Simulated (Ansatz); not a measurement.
# CO2: gradients and densities at the nuclei

What field gradients would nuclear probes meet in CO2? The gradients are computed first, then checked by further runs. The cell is a computed entry of the Materials Project. Planned: a single point, then r2SCAN, then a check of shift with xc_grid with ecutwfc, then PBE, rigid cores, then a check of xc.

Computed with Ansatz 0.2.0 (DFT, PBE, plane-wave PAW, default files, scalar-relativistic, as far as a step names no other, unless a step's input says otherwise).

**1. The starting structure**

Symmetry: Pbcn, No. 60, orthorhombic system. The conventional cell has a = 4.785 Å, b = 6.316 Å, c = 5.679 Å, α = 90.00°, β = 90.00°, γ = 90.00°. C (site symmetry 2) is surrounded by 2 O at 1.17 Å. O (site symmetry 1) is surrounded by 1 C at 1.17 Å.

Structure file:

```
C O
1.0
     4.78455    0.00000    0.00000
     0.00000    6.31554    0.00000
     0.00000    0.00000    5.67889
C O
4 8
Direct
  0.50000 0.85300 0.75000
  0.00000 0.35300 0.75000
  0.00000 0.64700 0.25000
  0.50000 0.14700 0.25000
  0.70097 0.14633 0.13358
  0.29903 0.14633 0.36642
  0.79903 0.64633 0.13358
  0.20097 0.35367 0.86642
  0.20097 0.64633 0.36642
  0.79903 0.35367 0.63358
  0.70097 0.85367 0.63358
  0.29903 0.85367 0.86642
```

**2. Gradients at the starting positions**

Contents of input.yaml:

```yaml
crystal:
  lattice:
    - [4.78454533, 0.0, 0.0]
    - [0.0, 6.31553964, 0.0]
    - [0.0, 0.0, 5.67889084]
  atoms:
    - { symbol: C, position: [0.5, 0.85299852, 0.75] }
    - { symbol: C, position: [0.0, 0.35299852, 0.75] }
    - { symbol: C, position: [0.0, 0.64700148, 0.25] }
    - { symbol: C, position: [0.5, 0.14700148, 0.25] }
    - { symbol: O, position: [0.70097112, 0.14632846, 0.13358302] }
    - { symbol: O, position: [0.29902888, 0.14632846, 0.36641698] }
    - { symbol: O, position: [0.79902888, 0.64632846, 0.13358302] }
    - { symbol: O, position: [0.20097112, 0.35367154, 0.86641698] }
    - { symbol: O, position: [0.20097112, 0.64632846, 0.36641698] }
    - { symbol: O, position: [0.79902888, 0.35367154, 0.63358302] }
    - { symbol: O, position: [0.70097112, 0.85367154, 0.63358302] }
    - { symbol: O, position: [0.29902888, 0.85367154, 0.86641698] }
kpoints:
  mp_grid: { grid: [5, 4, 4] }
scf:
  occupations: { method: fermi_dirac, width: 0.02 }
hamiltonian:
  xc: pbe
  pseudopotentials: { kind: paw }
output:
  forces: true
  stress: true
  populations: true
  efg: { quadrupole_moments_barn: { O: -0.02558 }, contact_densities: true }
```

On the command line:

```sh
ansatz run input.yaml --threads 1 --pin off --max-ram 2560MiB --backend cpu --events-out ev --progress --plain --runs-dir out
```

Log:

```text
Warning: RAYON_NUM_THREADS=1 ignored (pool sized by the plan → 1); use --threads N
Engine: ansatz 0.2.0, aarch64-unknown-linux-gnu
Pseudopotentials: kind: paw
Pseudopotential: C, paw, valence charge 4, recommended cutoff 420 eV (normal), C.paw.azcp
Pseudopotential: O, paw, valence charge 6, recommended cutoff 420 eV (normal), O.paw.azcp
Functional definition: PBE
  parameter kappa = 0.804
  parameter beta = 0.06672455060314922
  exchange = pbe_x(kappa = kappa, mu = beta*pi^2/3)
  correlation = pbe_c(beta = beta)
Crystal: 12 atoms, lattice volume = 171.599 Å³
Basis set: ecut = 420 eV, 3373 PW (Γ), exchange–correlation on 64×90×80 points (8 copies of the dense FFT grid, shifted against one another)
Bands: 44, of which v1, the nominal top of the filled ones, is band 32 counted from 1 (31 counted from 0)
Symmetry: 8 space group operations
Space group: Pbcn (ITA 60), of the structure as read, at distance tolerance 5.6e-5 Å
k-points: 27 of 80
Non-local potential: C, projectors of the file, l = 0: 2, l = 1: 2, l = 2: 1
Non-local potential: O, projectors of the file, l = 0: 2, l = 1: 2, l = 2: 1
PAW form: soft (Blöchl's): semilocal exchange-correlation on the pseudo side does not see the compensation charge
PAW one-centre angular grid: C, 110 points (default); XC on 64 Gauss nodes
PAW one-centre angular grid: O, 110 points (default); XC on 64 Gauss nodes
Initial density: superposition of atomic densities (neutral atoms: chi_scale 0, normalization atom), corrected by the library's trained network
Initial wavefunctions: pseudopotential atomic-orbital guess
Functional: x = pbe(κ = 0.804, μ = 0.2195149727645171), c = pbe(β = 0.06672455060314922)
SCF iter   1: F=—  HF=-5539.378185 eV  |F-HF|=—  |Δ(HF+E_count)|=         —  Δρ=4.10e-3  dr2=1.08e-2  ethr=1.77e-3  ⟨swp⟩=7.4  Hψ=5424  notcnv=0  defer=2
preconditioner: auto → Resta (q_TF=auto, 2.315 Å⁻¹)  ε∞=3.0  [insulator: Δε(μ)=6.657 eV  Ē_g=15.995 eV  σ=0.020 eV  W_gap=1.00  n_scr=34 (ndim 8)  ℏωp=22.7 eV  f_vac=0.171  D(μ)=0.00/eV (n_scr^D=0)  ε∞_Penn≈3.0]
SCF iter   2: F=—  HF=-5539.384329 eV  |F-HF|=—  |Δ(HF+E_count)|=   6.14e-3  Δρ=1.91e-3  dr2=2.37e-3  ethr=1.69e-5  ⟨swp⟩=2.3  Hψ=2405  notcnv=0  defer=114
SCF iter   3: F=—  HF=-5539.386642 eV  |F-HF|=—  |Δ(HF+E_count)|=   2.31e-3  Δρ=6.41e-4  dr2=4.39e-4  ethr=3.71e-6  ⟨swp⟩=2.7  Hψ=1974  notcnv=0  defer=114
SCF iter   4: F=—  HF=-5539.386768 eV  |F-HF|=—  |Δ(HF+E_count)|=   1.26e-4  Δρ=1.39e-4  dr2=3.25e-5  ethr=6.87e-7  ⟨swp⟩=2.9  Hψ=2349  notcnv=0  defer=114
SCF iter   5: F=—  HF=-5539.386823 eV  |F-HF|=—  |Δ(HF+E_count)|=   5.44e-5  Δρ=4.48e-5  dr2=2.95e-6  ethr=5.07e-8  ⟨swp⟩=2.7  Hψ=2003  notcnv=0  defer=114
SCF iter   6: F=—  HF=-5539.386825 eV  |F-HF|=—  |Δ(HF+E_count)|=   2.46e-6  Δρ=1.00e-5  dr2=1.34e-7  ethr=4.60e-9  ⟨swp⟩=2.5  Hψ=1920  notcnv=0  defer=114
SCF iter   7: F=-5539.386825 eV  HF=-5539.386825 eV  |F-HF|=6.07e-9  |Δ(HF+E_count)|=   1.87e-7  Δρ=1.17e-6  dr2=2.29e-9  ethr=1.56e-10  ⟨swp⟩=9.1  Hψ=4908  notcnv=0
SCF 1 converged in 7 iterations: F = -5539.386825 eV  dr2 = 2.29e-9
SCF converged after 7 iterations
Free energy (F): -5539.386825 eV
Harris-Foulkes:  -5539.386825 eV  (|F-HF|=6.07e-9)
Internal energy: -5539.386825 eV  (E = F + TS)
E sigma→0 (E₀):  -5539.386825 eV
Fermi energy:    1.569472 eV
--- Per-component energies (eV) ---
  E_band       = -582.093911
  E_kinetic    = 1743.146359
  E_local      = -4738.980683  (includes V_loc(G=0)·N_el)
  E_nonlocal   = 500.326063
  E_hartree    = 1598.815205
  E_xc         = -766.497240
  E_vxc        = -968.773784  (∫ρ·V_xc dr)
  E_paw        = -1663.744125  (= ΣΔE_a)
  E_vpaw       = -315.461592  (= ΣTr[D̂ρ^β])
  E_aug_tail   = 0.019695  (compensation charges beyond the density's cutoff)
  E_ewald      = -2212.472099
  E_smearing   = -0.000000  (= −TS)
  E_closure    = 0.000000  (closes the sum)
  Σ components = -5539.386825   (vs F -5539.386825, Δ=0.00e0)
--- Forces (eV/Å), atoms counted from 1 ---
  atom   1  C      0.00000000    -0.01389289     0.00000000
  atom   2  C      0.00000000    -0.01389289    -0.00000000
  atom   3  C      0.00000000     0.01389289     0.00000000
  atom   4  C      0.00000000     0.01389289     0.00000000
  atom   5  O      0.13532331    -0.00622695    -0.05950742
  atom   6  O     -0.13532331    -0.00622695     0.05950742
  atom   7  O     -0.13532331    -0.00622695    -0.05950742
  atom   8  O      0.13532331     0.00622695     0.05950742
  atom   9  O      0.13532331    -0.00622695     0.05950742
  atom  10  O     -0.13532331     0.00622695    -0.05950742
  atom  11  O      0.13532331     0.00622695    -0.05950742
  atom  12  O     -0.13532331     0.00622695     0.05950742
  max |Σ_I F_I| component: 8.33e-17 eV/Å
--- Stress (GPa, compression-positive) ---
        2.754749       0.000000       0.000000
        0.000000       1.888748       0.000000
        0.000000       0.000000       2.546061
  P = ⅓ Tr σ = 2.3965 GPa (23.965 kbar)
--- PAW observables at the nuclei: V_zz in 10²¹ V/m², potentials from the cell's mean, atoms counted from 1 ---
  atom   1  C  V_zz =    -2.922303   η = 0.0080   by run symmetry: allowed
            electrostatic potential = -404.787321 V   contact ρ = 869.169173 e/Å³
  atom   2  C  V_zz =    -2.922303   η = 0.0080   by run symmetry: allowed
            electrostatic potential = -404.787321 V   contact ρ = 869.169173 e/Å³
  atom   3  C  V_zz =    -2.922303   η = 0.0080   by run symmetry: allowed
            electrostatic potential = -404.787321 V   contact ρ = 869.169173 e/Å³
  atom   4  C  V_zz =    -2.922303   η = 0.0080   by run symmetry: allowed
            electrostatic potential = -404.787321 V   contact ρ = 869.169173 e/Å³
  atom   5  O  V_zz =    +7.089283   η = 0.0325   by run symmetry: allowed   C_q = -4.3849 MHz
            electrostatic potential = -613.989661 V   contact ρ = 2159.384396 e/Å³
  atom   6  O  V_zz =    +7.089283   η = 0.0325   by run symmetry: allowed   C_q = -4.3849 MHz
            electrostatic potential = -613.989661 V   contact ρ = 2159.384396 e/Å³
  atom   7  O  V_zz =    +7.089283   η = 0.0325   by run symmetry: allowed   C_q = -4.3849 MHz
            electrostatic potential = -613.989661 V   contact ρ = 2159.384396 e/Å³
  atom   8  O  V_zz =    +7.089283   η = 0.0325   by run symmetry: allowed   C_q = -4.3849 MHz
            electrostatic potential = -613.989661 V   contact ρ = 2159.384396 e/Å³
  atom   9  O  V_zz =    +7.089283   η = 0.0325   by run symmetry: allowed   C_q = -4.3849 MHz
            electrostatic potential = -613.989661 V   contact ρ = 2159.384396 e/Å³
  atom  10  O  V_zz =    +7.089283   η = 0.0325   by run symmetry: allowed   C_q = -4.3849 MHz
            electrostatic potential = -613.989661 V   contact ρ = 2159.384396 e/Å³
  atom  11  O  V_zz =    +7.089283   η = 0.0325   by run symmetry: allowed   C_q = -4.3849 MHz
            electrostatic potential = -613.989661 V   contact ρ = 2159.384396 e/Å³
  atom  12  O  V_zz =    +7.089283   η = 0.0325   by run symmetry: allowed   C_q = -4.3849 MHz
            electrostatic potential = -613.989661 V   contact ρ = 2159.384396 e/Å³
--- Band table (eV; the first three rows and the last of 27) ---
  k-point 0: bands = ["-22.4728", "-22.2567", "-22.2461", "-22.1803", "-21.3332", "-21.3025", "-21.2775", "-21.2447", "-7.3417", "-7.3228", "-7.1254", "-7.0493", "-6.7642", "-6.2904", "-6.0900", "-6.0648", "-6.0343", "-5.9631", "-5.7033", "-5.6837", "-5.4343", "-5.3580", "-5.2825", "-5.0716", "-2.7331", "-2.6794", "-2.5701", "-2.5205", "-2.1253", "-2.0055", "-1.8670", "-1.7899", "4.8963", "5.9889", "6.1665", "6.3837", "6.3925", "6.5600", "6.6709", "6.7143", "7.2012", "8.4862", "8.8065", "8.9441"]
  k-point 1: bands = ["-22.4341", "-22.2547", "-22.2472", "-22.2283", "-21.3239", "-21.3034", "-21.2730", "-21.2499", "-7.3669", "-7.2760", "-7.1699", "-7.1441", "-6.5907", "-6.5112", "-6.3423", "-5.9965", "-5.8493", "-5.7319", "-5.6158", "-5.5302", "-5.4475", "-5.3782", "-5.3051", "-5.2919", "-2.6437", "-2.6060", "-2.6030", "-2.5441", "-2.2098", "-2.1066", "-1.8438", "-1.7843", "5.2861", "6.1294", "6.1983", "6.2026", "6.2157", "6.3639", "7.0015", "7.0456", "7.0606", "7.9130", "8.5190", "8.8577"]
  k-point 2: bands = ["-22.3357", "-22.3357", "-22.2506", "-22.2506", "-21.3096", "-21.3096", "-21.2618", "-21.2618", "-7.3031", "-7.3031", "-7.2165", "-7.2165", "-6.6361", "-6.6361", "-6.0306", "-6.0306", "-5.6768", "-5.6768", "-5.6659", "-5.6659", "-5.4033", "-5.4033", "-5.3215", "-5.3215", "-2.6210", "-2.6210", "-2.4244", "-2.4244", "-2.3527", "-2.3527", "-1.8018", "-1.8018", "6.0204", "6.0204", "6.2401", "6.2401", "6.3860", "6.3860", "6.7296", "6.7296", "7.2220", "7.2220", "8.6565", "8.6565"]
  k-point 26: bands = ["-22.2749", "-22.2749", "-22.2744", "-22.2744", "-21.3083", "-21.3083", "-21.3076", "-21.3076", "-7.2065", "-7.2065", "-7.0634", "-7.0634", "-6.5807", "-6.5807", "-6.4023", "-6.4023", "-5.7461", "-5.7461", "-5.6874", "-5.6874", "-5.4590", "-5.4590", "-5.4084", "-5.4084", "-2.2880", "-2.2880", "-2.2818", "-2.2818", "-2.0836", "-2.0836", "-2.0781", "-2.0781", "6.0123", "6.0123", "6.1553", "6.1553", "6.6438", "6.6438", "6.7155", "6.7155", "7.9997", "7.9997", "8.0180", "8.0180"]
--- Löwdin populations: 12 sites ---
  site symbol       q [e]
     0      C      3.2319
     1      C      3.2319
     2      C      3.2319
     3      C      3.2319
     4      O      6.2717
     5      O      6.2717
     6      O      6.2717
     7      O      6.2717
     8      O      6.2717
     9      O      6.2717
    10      O      6.2717
    11      O      6.2717
  spilling = 0.014050 (of n_electrons = 64.000000)
```

It took 12 s on 1 thread of Arm Neoverse V2, shared host; peak memory 0.45 GiB.

At the end: gap on the mesh 6.68 eV, largest force 0.148 eV/Å, pressure 2.4 GPa.

The printed gradients, by site:

| site | atoms | first shell | V_zz (10²¹ V/m²) | η | C_Q (MHz) |
| --- | --- | --- | --- | --- | --- |
| C | 1, 2, 3, 4 | 2 O at 1.17 Å, angle 180° | -2.92 | 0.01 | – |
| O | 5, 6, 7, 8, … | 1 C at 1.17 Å | 7.09 | 0.03 | -4.38 (¹⁷O) |

C_Q = eQV_zz/h, which is 24.18 MHz for Q = 1 b and V_zz = 10²¹ V/m²; η = (V_xx − V_yy)/V_zz. Q values from Pyykkö, Mol. Phys. 116, 1328 (2018). A dash under C_Q marks elements without a common quadrupolar isotope.

Direction of the V_zz axis (Cartesian unit vector):

```
site  atom     x      y      z
   C     1  0.82   0.00  -0.57
   O     5  0.82  -0.01  -0.57
```

(Part 1 of 3 ends here.)
